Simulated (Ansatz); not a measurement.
# CdS: single point with PBE

Crystal: CdS.

```xyz
2
Lattice="0.0000 2.7532 2.7532 2.7532 0.0000 2.7532 2.7532 2.7532 0.0000" Properties=species:S:1:pos:R:3 pbc="T T T"
Cd    0.0000    0.0000    0.0000
S     2.7532    2.7532    2.7532
```

Measurements of this composition are mostly on another form, of space group No. 186.

- Program: Ansatz 0.2.0
- Task: single point
- Functional: PBE
- Potentials or basis: Ansatz PAW
- Cutoff: 420 eV (not typed: the program's choice for these potentials)
- k mesh: 8 × 8 × 8
- Occupations: gaussian, width 0.03 eV
- Spin: no spin polarisation

| Item | Value |
| --- | --- |
| Pressure | -0.4 GPa |
| Band gap on the k mesh | 0.26 eV, indirect (least direct gap 1.55 eV) |

Levels at points of the mesh, in eV from the valence-band top:
```
             k point  band 11  band 12  band 13  band 14  band 15  band 16
  (0.00, 0.00, 0.00)    -0.72    -0.72    -0.72     0.84     9.17     9.17
 (0.00, 0.00, -0.50)    -4.75     0.00     0.00     3.52     5.89     5.89
(0.00, -0.50, -0.50)    -4.10    -2.06    -2.06     0.26     6.06     9.70
```

Wall time 0.65 s on 2 threads of Arm Neoverse V2, with other jobs on the host, peak memory 0.29 GiB.

A k mesh can miss the band edges. PBE gaps usually lie below the measured ones, often by a third to a half.
